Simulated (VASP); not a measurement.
These are PBEsol GGA, VASP's PBE PAW potentials (set 64) (plane waves; VASP) values and carry that method's errors.

Input for VASP

**POSCAR**
```
LiI
1
    0.0000000000     2.9530391744     2.9530391744
    2.9530391744     0.0000000000     2.9530391744
    2.9530391744     2.9530391744     0.0000000000
Li I
1 1
Direct
  0.0000000000   0.0000000000   0.0000000000
  0.5000000000   0.5000000000   0.5000000000
```

INCAR:
```
# general
SYSTEM   =  LiI
PREC     =  Accurate
ENCUT    =  520
LREAL    =  F
LASPH    =  T
ICHARG   =  11

# electronic loop
EDIFF    =  1E-7
NELM     =  100
ALGO     =  Normal
LMAXMIX  =  4

# smearing
ISMEAR   =  0
SIGMA    =  0.05

# functional
GGA      =  PS

# output
LWAVE    =  F
LCHARG   =  F
LORBIT   =  11
```

**KPOINTS**
```
k-points along high-symmetry lines
15
Line-mode
Reciprocal
  0.000000   0.000000   0.000000 ! GAMMA
  0.500000   0.000000   0.500000 ! X

  0.500000   0.000000   0.500000 ! X
  0.625000   0.250000   0.625000 ! U

  0.375000   0.375000   0.750000 ! K
  0.000000   0.000000   0.000000 ! GAMMA

  0.000000   0.000000   0.000000 ! GAMMA
  0.500000   0.500000   0.500000 ! L

  0.500000   0.500000   0.500000 ! L
  0.500000   0.250000   0.750000 ! W

  0.500000   0.250000   0.750000 ! W
  0.500000   0.000000   0.500000 ! X
```

POTCAR, in this order: Li_sv I (PBE.64 set). Program: vasp_std. Read from the step before: CHGCAR.

The run wrote:

File OSZICAR:
```
       N       E                     dE             d eps       ncg     rms          rms(c)
DAV:   1     0.365511338640E+02    0.36551E+02   -0.36136E+03  1620   0.966E+02
DAV:   2    -0.395255935302E+01   -0.40504E+02   -0.38032E+02  2242   0.133E+02
DAV:   3    -0.555737724138E+01   -0.16048E+01   -0.16035E+01  2039   0.314E+01
DAV:   4    -0.559977482980E+01   -0.42398E-01   -0.42366E-01  2564   0.540E+00
DAV:   5    -0.560023859780E+01   -0.46377E-03   -0.46373E-03  2248   0.522E-01
DAV:   6    -0.560024506951E+01   -0.64717E-05   -0.64710E-05  2539   0.535E-02
DAV:   7    -0.560024513181E+01   -0.62302E-07   -0.62342E-07  2368   0.487E-03
   1 F= -.56002451E+01 E0= -.56002451E+01  d E =-.843248E-25
```

File OUTCAR:
```
 val. band max:        2.5098351513   @ k =   0.0804   0.0804   0.1607

 cond. band min:       6.8232672266   @ k =   0.5000   0.0000   0.5000



 k-point     1 :       0.0000    0.0000    0.0000
  band No.  band energies     occupation
      1     -42.0899      2.00000
      2      -9.3918      2.00000
      3       2.4976      2.00000
      4       2.4976      2.00000
      5       2.4976      2.00000
      6       6.8492      0.00000
      7      10.6917      0.00000
      8      10.6917      0.00000
      9      10.6917      0.00000

 k-point     2 :       0.0357    0.0000    0.0357
  band No.  band energies     occupation
      1     -42.0899      2.00000
      2      -9.3831      2.00000
      3       2.4400      2.00000
      4       2.4761      2.00000
      5       2.4761      2.00000
      6       6.9264      0.00000
      7      10.5793      0.00000
      8      10.7108      0.00000
      9      10.7108      0.00000

 k-point     3 :       0.0714    0.0000    0.0714
  band No.  band energies     occupation
      1     -42.0898      2.00000
      2      -9.3571      2.00000
      3       2.2775      2.00000
      4       2.4135      2.00000
      5       2.4135      2.00000
      6       7.1470      0.00000
      7      10.3036      0.00000
      8      10.7681      0.00000
      9      10.7694      0.00000

 k-point     4 :       0.1071    0.0000    0.1071
  band No.  band energies     occupation
      1     -42.0898      2.00000
      2      -9.3147      2.00000
      3       2.0348      2.00000
      4       2.3158      2.00000
      5       2.3158      2.00000
      6       7.4845      0.00000
      7       9.9594      0.00000
      8      10.3271      0.00000
      9      10.8633      0.00000

 k-point     5 :       0.1429    0.0000    0.1429
  band No.  band energies     occupation
      1     -42.0898      2.00000
      2      -9.2569      2.00000
      3       1.7386      2.00000
      4       2.1914      2.00000
...
```

The density is held fixed in this step, so its total energy and stress have no physical meaning. Unless said otherwise, spin-orbit coupling is left out, though it shifts the bands of the heavy elements here.

The structure was generated: LiI was put into the rock salt type (Fm-3m), which need not be its known phase. It was relaxed first, which changed the volume by +7 %.
